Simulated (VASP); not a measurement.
# Ca (Fm-3m) in VASP: a series of runs

Aim: see how the results for Ca move with the level of theory and the settings. Levels: AM05+D4, r2SCAN50+D4, PBE, B3LYP. Tasks: electron localisation function, single point, relaxation of the atoms.

Program: VASP 6.6.1. These are calculated values, not measurements. Logs are shortened: lines on timing, memory, paths and dates and some standing lists are left out, and cuts for length are marked.

## Step 1: The crystal as given

It takes space group Fm-3m (No. 225, cubic). Conventional cell: a = 5.588 Å, b = 5.588 Å, c = 5.588 Å, α = 90.00°, β = 90.00°, γ = 90.00°. Around Ca (site symmetry m-3m) lie 12 Ca at 3.95 Å.

## Step 2: Electron localisation function, AM05+D4 (cell strained at random at fixed volume)

INCAR reads:

```
SYSTEM = Ca
ALGO = Fast
AMIX = 0.05
EDIFF = 1E-6
ENCUT = 550
GGA = AM
ISIF = 2
ISMEAR = 0
IVDW = 13
LASPH = .TRUE.
LCHARG = .TRUE.
LELF = .TRUE.
LREAL = .FALSE.
LWAVE = .FALSE.
NELM = 100
PREC = Accurate
SIGMA = 0.1
```

KPOINTS reads:

```
k-points
0
G
  8 8 8
  0 0 0
```

POSCAR reads:

```
Ca
1.0
    0.0226090000      2.8095600000      2.7447680000
    2.7524950000      0.0396230000      2.7277540000
    2.8498400000      2.8898890000     -0.0577210000
Ca
1
Cartesian
    0.0058837638     -0.0049717138      0.0069008177
```

Potentials or basis: VASP PAW PBE potentials, release 64 (Ca_sv_GW).

Run with:

```console
> cat potpaw_PBE.64/Ca_sv_GW/POTCAR > POTCAR
> mpirun -np 1 vasp_std > vasp.out
```

OUTCAR:

```text
SYSTEM = Ca
   AMIX = 0.05
   EDIFF = 1E-6
   ENCUT = 550
   GGA = AM
   ISIF = 2
   ISMEAR = 0
   IVDW = 13
   LASPH = .TRUE.
   LREAL = .FALSE.
   NELM = 100
   PREC = Accurate

 ion  position               nearest neighbor table
   1  0.999  0.003  0.999-

  LATTYP: Found a triclinic cell.
 ALAT       =     3.8891024714
 B/A-ratio  =     0.9964672604
 C/A-ratio  =     1.0237997206
 COS(alpha) =     0.0091132834
 COS(beta)  =     0.4871261850
 COS(gamma) =     0.4881892356

  Lattice vectors:

 A1 = (  -2.7298860000,   2.7699370000,   0.0170140000)
 A2 = (  -2.7524950000,  -0.0396230000,  -2.7277540000)
 A3 = (  -2.8272310000,  -0.0803290000,   2.8024890000)

Analysis of symmetry for initial positions (statically):
=====================================================================
 Subroutine PRICEL returns:
 Original cell was already a primitive cell.

 Routine SETGRP: Setting up the symmetry group for a
 triclinic supercell.

 Subroutine GETGRP returns: Found  2 space group operations
 (whereof  1 operations were pure point group operations)
 out of a pool of  2 trial point group operations.

The static configuration has the point symmetry C_1 .
 The point group associated with its full space group is S_2 .

Analysis of symmetry for dynamics (positions and initial velocities):
=====================================================================
 Subroutine PRICEL returns:
 Original cell was already a primitive cell.

 Routine SETGRP: Setting up the symmetry group for a
 triclinic supercell.

 Subroutine GETGRP returns: Found  2 space group operations
 (whereof  1 operations were pure point group operations)
 out of a pool of  2 trial point group operations.

The dynamic configuration has the point symmetry C_1 .
 The point group associated with its full space group is S_2 .

 Subroutine INISYM returns: Found  2 space group operations
 (whereof  1 operations are pure point group operations),
 and found     1 'primitive' translations

----------------------------------------------------------------------------------------

                                     Primitive cell

  volume of cell :      43.6317

  direct lattice vectors                    reciprocal lattice vectors
     0.022609000  2.809560000  2.744768000    -0.180721547  0.181806672  0.179719809
     2.752495000  0.039623000  2.727754000     0.185512833 -0.179306551  0.182011104
     2.849840000  2.889889000 -0.057721000     0.173154559  0.171739438 -0.177219752

  length of vectors
     3.927835273  3.875363285  4.059110515     0.313070524  0.315743397  0.301469362

  position of ions in fractional coordinates (direct lattice)
     0.999273000  0.003239000  0.998942000

  ion indices of the primitive-cell ions
   primitive index   ion index
                 1           1

----------------------------------------------------------------------------------------

 KPOINTS: k-points

Automatic generation of k-mesh.
 Grid dimensions read from file:
 generate k-points for:    8    8    8

 Generating k-lattice:

  Cartesian coordinates                     Fractional coordinates (reciprocal lattice)
    -0.022590193  0.022725834  0.022464976     0.125000000  0.000000000  0.000000000
     0.023189104 -0.022413319  0.022751388     0.000000000  0.125000000  0.000000000
     0.021644320  0.021467430 -0.022152469     0.000000000  0.000000000  0.125000000

  Length of vectors
     0.039133816  0.039467925  0.037683670

  Shift w.r.t. Gamma in fractional coordinates (k-lattice)
     0.000000000  0.000000000  0.000000000

 Subroutine IBZKPT returns following result:
 ===========================================

 Found    260 irreducible k-points:

 Following reciprocal coordinates:
            Coordinates               Weight
  0.000000  0.000000  0.000000      1.000000
  0.125000 -0.000000  0.000000      2.000000
  0.250000 -0.000000  0.000000      2.000000
  0.375000  0.000000  0.000000      2.000000
  0.500000 -0.000000  0.000000      1.000000
 -0.000000  0.125000 -0.000000      2.000000
[... 42 lines left out ...]
 -0.250000  0.125000  0.125000      2.000000
 -0.125000  0.125000  0.125000      2.000000
 [... further k-points ...]
   k-points           NKPTS =    260   k-points in BZ     NKDIM =    260   number of bands    NBANDS=      9
   number of dos      NEDOS =    301   number of ions     NIONS =      1
   total plane-waves  NPLWV =  28800
   dimension x,y,z NGX =    30 NGY =   30 NGZ =   32
   dimension x,y,z NGXF=    60 NGYF=   60 NGZF=   64
   ions per type =               1
   NGX,Y,Z   is equivalent  to a cutoff of  12.70, 12.87, 13.11 a.u.
   NGXF,Y,Z  is equivalent  to a cutoff of  25.40, 25.74, 26.21 a.u.
 SYSTEM =  Ca
   PREC   = accura    normal or accurate (medium, high low for compatibility)
   ISTART =      0    job   : 0-new  1-cont  2-samecut
   ICHARG =      2    charge: 1-file 2-atom 10-const
   ISPIN  =      1    spin polarized calculation?
   LNONCOLLINEAR =      F non collinear calculations
   LSORBIT =      F    spin-orbit coupling
   LASPH  =      T    aspherical Exc in radial PAW
   ENCUT  =  550.0 eV  40.42 Ry    6.36 a.u.   7.51  7.41  7.76*2*pi/ulx,y,z
   NELM   =    100;   NELMIN=  2; NELMDL= -5     # of ELM steps
   EDIFF  = 0.1E-05   stopping-criterion for ELM
   LREAL  =      F    real-space projection
   EDIFFG = 0.1E-04   stopping-criterion for IOM
   NSW    =      0    number of steps for IOM
   IBRION =     -1    ionic relax: 0-MD 1-quasi-New 2-CG
   NFREE  =      0    steps in history (QN), initial steepest desc. (CG)
   ISIF   =      2    stress and relaxation
   ISYM   =      2    0-nonsym 1-usesym 2-fastsym
   POTIM  = 0.5000    time-step for ionic-motion
   TEBEG  =    0.0;   TEEND  =   0.0 temperature during run
   PSTRESS=    0.0 pullay stress
   NELECT =      10.0000    total number of electrons
   NUPDOWN=      -1.0000    fix difference up-down
   EMIN   =  10.00;   EMAX   =-10.00  energy-range for DOS
   EFERMI =   0.00;   METHOD = LEGACY
   ISMEAR =     0;   SIGMA  =   0.10  broadening in eV -4-tet -1-fermi 0-gaus
   EFERMI_NEDOS =   21; number of points for ismear=-14 and -15
   IALGO  =     68    algorithm
   IMIX   =      4    mixing-type and parameters
     AMIX     =   0.05;   BMIX     =  1.00
     AMIX_MAG =   0.20;   BMIX_MAG =  1.00
  volume/ion in A,a.u.               =      43.63       294.44
  Fermi-wavevector in a.u.,A,eV,Ry     =   1.001861  1.893242 13.656507  1.003725
  Thomas-Fermi vector in A             =   2.134310
   LORBIT       =      0    0 simple, 1 ext, 2 COOP (PROOUT), +10 PAW based schemes
   GGA     = AM    functional components
   LHFCALC =     F    Hartree Fock is set to
   AEXX    =    0.0000 exact exchange contribution
   IVDW    =    13    specifies the selected vdW correction
   LEPSILON=     F    determine dielectric tensor
   LRPA    =     F    only Hartree local field effects (RPA)
 non-spin polarized calculation
 RMM-DIIS sequential band-by-band and
 Gauss-broadening in eV      SIGMA  =   0.10
  energy-cutoff  :      550.00
  volume of cell :       43.63
 maximum number of plane-waves:      1299
   NGX = 15   NGY = 15   NGZ = 15

 number of electron      10.0000000 magnetization

 Free energy of the ion-electron system (eV)
  ---------------------------------------------------
  ext. energy  EPLUGINS =         0.00000000
  ---------------------------------------------------
  free energy    TOTEN  =        -6.85645707 eV

  energy without entropy =       -6.84920218  energy(sigma->0) =       -6.85282963

 E-fermi :   3.2222     XC(G=0):  -7.6485

 val. band max:        3.2162592004   @ k =  -0.1250   0.5000   0.2500
 cond. band min:       3.2233984771   @ k =   0.1250  -0.3750   0.3750
 fundamental gap:      0.0071392768
 Fermi energy:         3.2221643839

 k-point     1 :       0.0000    0.0000    0.0000
  band No.  band energies     occupation
      1     -38.6254      2.00000
      2     -19.6669      2.00000
      3     -19.6647      2.00000
      4     -19.6640      2.00000
      5      -0.6914      2.00000
      6       5.3678      0.00000
      7       5.5953      0.00000
      8       5.6870      0.00000
      9       6.6221      0.00000

 k-point     2 :       0.1250   -0.0000    0.0000
  band No.  band energies     occupation
      1     -38.6236      2.00000
      2     -19.6848      2.00000
      3     -19.6684      2.00000
      4     -19.6670      2.00000
      5      -0.4288      2.00000
      6       5.3338      0.00000
      7       5.4588      0.00000
      8       5.7848      0.00000
      9       6.4706      0.00000

 k-point     3 :       0.2500   -0.0000    0.0000
  band No.  band energies     occupation
      1     -38.6191      2.00000
      2     -19.7306      2.00000
      3     -19.6754      2.00000
      4     -19.6731      2.00000
      5       0.3192      2.00000
      6       4.7038      0.00000
      7       5.4874      0.00000
      8       5.8812      0.00000
      9       6.5249      0.00000

 k-point     4 :       0.3750    0.0000    0.0000
  band No.  band energies     occupation
      1     -38.6145      2.00000
      2     -19.7760      2.00000
      3     -19.6824      2.00000
      4     -19.6791      2.00000
      5       1.4165      2.00000
      6       3.8890      0.00000
      7       5.3169      0.00000
      8       5.7243      0.00000
      9       6.9809      0.00000

 k-point     5 :       0.5000   -0.0000    0.0000
  band No.  band energies     occupation
      1     -38.6126      2.00000
      2     -19.7946      2.00000
      3     -19.6853      2.00000
      4     -19.6816      2.00000
      5       2.3501      2.00000
      6       3.1207      1.84858
      7       5.2260      0.00000
      8       5.6383      0.00000
      9       8.0110      0.00000

 k-point     6 :      -0.0000    0.1250   -0.0000
  band No.  band energies     occupation
      1     -38.6234      2.00000
      2     -19.6865      2.00000
      3     -19.6684      2.00000
      4     -19.6664      2.00000
      5      -0.4239      2.00000
      6       5.3606      0.00000
      7       5.5094      0.00000
      8       5.7169      0.00000
      9       6.5147      0.00000
[... 361 lines left out ...]
 k-point    37 :       0.2500   -0.0000    0.1250
  band No.  band energies     occupation
      1     -38.6194      2.00000
      2     -19.7220      2.00000
      3     -19.6794      2.00000
      4     -19.6733      2.00000
      5       0.2321      2.00000
      6       4.8094      0.00000
      7       5.5635      0.00000
      8       5.9834      0.00000
      9       6.0757      0.00000

 k-point    38 :       0.3750   -0.0000    0.1250
  band No.  band energies     occupation
      1     -38.6149      2.00000
      2     -19.7654      2.00000
      3     -19.6865      2.00000
      4     -19.6811      2.00000
      5       1.2230      2.00000
      6       4.1656      0.00000
      7       5.1841      0.00000
      8       5.9137      0.00000
      9       6.6232      0.00000

 k-point    39 :       0.5000   -0.0000    0.1250
  band No.  band energies     occupation
      1     -38.6123      2.00000
      2     -19.7888      2.00000
      3     -19.6906      2.00000
      4     -19.6875      2.00000
      5       2.3655      2.00000
      6       3.3106      0.21109
      7       5.0127      0.00000
      8       5.7831      0.00000
      9       7.1987      0.00000

 k-point    40 :      -0.3750    0.0000    0.1250
  band No.  band energies     occupation
      1     -38.6131      2.00000
      2     -19.7792      2.00000
      3     -19.6942      2.00000
      4     -19.6836      2.00000
      5       1.9793      2.00000
      6       3.6468      0.00000
      7       5.0056      0.00000
      8       5.7941      0.00000
      9       7.0390      0.00000

 [... further k-points ...]

------------------------ aborting loop because EDIFF is reached ----------------------------------------

  DFT-D4 for vdW energy calculation

  Edisp (eV):   -0.09650

  FORCE on cell =-STRESS in cart. coord.  units (eV):
  Direction    XX          YY          ZZ          XY          YZ          ZX
  --------------------------------------------------------------------------------------
  -------------------------------------------------------------------------------------
  Total      -0.35197    -0.37955    -0.34092    -0.16433     0.07122     0.10854
  in kB     -12.92450   -13.93720   -12.51869    -6.03437     2.61520     3.98574
  external pressure =      -13.13 kB  Pullay stress =        0.00 kB

 VOLUME and BASIS-vectors are now :
 -----------------------------------------------------------------------------
  energy-cutoff  :      550.00
  volume of cell :       43.63
      direct lattice vectors                 reciprocal lattice vectors
     0.022609000  2.809560000  2.744768000    -0.180721547  0.181806672  0.179719809
     2.752495000  0.039623000  2.727754000     0.185512833 -0.179306551  0.182011104
     2.849840000  2.889889000 -0.057721000     0.173154559  0.171739438 -0.177219752

 POSITION                                       TOTAL-FORCE (eV/Angst)
 -----------------------------------------------------------------------------------
      2.87833      5.69448      2.69395         0.000000     -0.000000     -0.000000
 -----------------------------------------------------------------------------------
    total drift:                                0.000000     -0.000000     -0.000000

  FREE ENERGIE OF THE ION-ELECTRON SYSTEM (eV)
  ---------------------------------------------------
  free  energy   TOTEN  =        -6.9529584570 eV

  energy  without entropy=       -6.9457035660  energy(sigma->0) =       -6.94933101
```

Wall time 3.6 min (1 thread of Intel Xeon Platinum 8488C (Sapphire Rapids), shared host); peak memory 0.26 GiB.

Results:

```
Free energy                : -6.9530 eV
Pressure                   : -1.3 GPa
Band gap on the k mesh     : none (metal or under the smearing width)
Dispersion energy per atom : -0.097 eV
```

Stress tensor (GPa, compression positive):
```
-1.29 -0.60  0.40
-0.60 -1.39  0.26
 0.40  0.26 -1.25
```

Caveat: the PAW data sets were made with another functional, which shifts forces and pressure a little; pairwise dispersion overbinds metals, which lowers pressure and volume.

(Part 1 of 2 ends here.)
